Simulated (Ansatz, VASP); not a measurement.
# KI in VASP and in Ansatz

Contents of INCAR:

```
  ALGO = Normal
  EDIFF = 1E-6
  ENCUT = 520
  GGA = PE
  ISIF = 2
  ISMEAR = 0
  LASPH = True
  LCHARG = False
  LREAL = False
  LWAVE = False
  NBANDS = 15
  NELM = 80
  PREC = Accurate
  SIGMA = 0.05
```

Contents of KPOINTS:

```
k-points
0
Gamma
  6 6 6
```

The input POSCAR:

```
KI
1.0
    0.0000000000      3.5245500000      3.5245500000
    3.5245500000      0.0000000000      3.5245500000
    3.5245500000      3.5245500000      0.0000000000
K I
1 1
Direct
    0.0601869840     -0.0601869840      0.0000000000
    0.5000000000      0.5000000000      0.5000000000
```

Input for Ansatz:

```yaml
crystal:
  lattice:
    - [0.0, 3.52455, 3.52455]
    - [3.52455, 0.0, 3.52455]
    - [3.52455, 3.52455, 0.0]
  atoms:
    - { symbol: K, position: [0.060186984, -0.060186984, 0.0] }
    - { symbol: I, position: [0.5, 0.5, 0.5] }
basis:
  ecutwfc: 420
kpoints:
  mp_grid: { grid: [6, 6, 6] }
hamiltonian:
  xc: pbe
scf:
  occupations: { method: gaussian, width: 0.05 }
output:
  forces: true
  stress: true
  eigenvalues: true
```

Change from the starting cell: all K atoms moved -0.300 Å, as atom 1 along Cartesian [1 -1 0].

Alike in both runs: task single point; functional PBE; k mesh 6 × 6 × 6; occupations gaussian, width 0.05 eV; no spin polarisation.

```csv
,VASP,Ansatz
version,VASP 6.6.1,Ansatz 0.2.0
potentials or method,"VASP PAW PBE potentials, release 64 (K_sv, I)","scalar-relativistic, plane waves, PAW"
plane-wave cutoff (eV),520,420
valence electrons in the cell,16,26
```

```tsv
	VASP	Ansatz	Ansatz less VASP
gap on the k mesh at the Fermi level (eV)	4.00	4.00	+0.004
least direct gap on the mesh (eV)	4.00	4.00	+0.004
pressure (GPa)	1.1	1.0	-0.04
largest component of the traceless stress (GPa)	0.47	0.47	-0.005
rms of the force components (eV/Å)	0.206	0.204	-0.0021
```

Atom by atom the forces differ by 0.002 eV/Å (rms over components). With one functional, cell and mesh, what is left measures potentials, basis and numerics. The two sets of potentials don't hold the same shells in valence.

Caveats: spin-orbit coupling is left out, which moves the levels of the heavy elements.
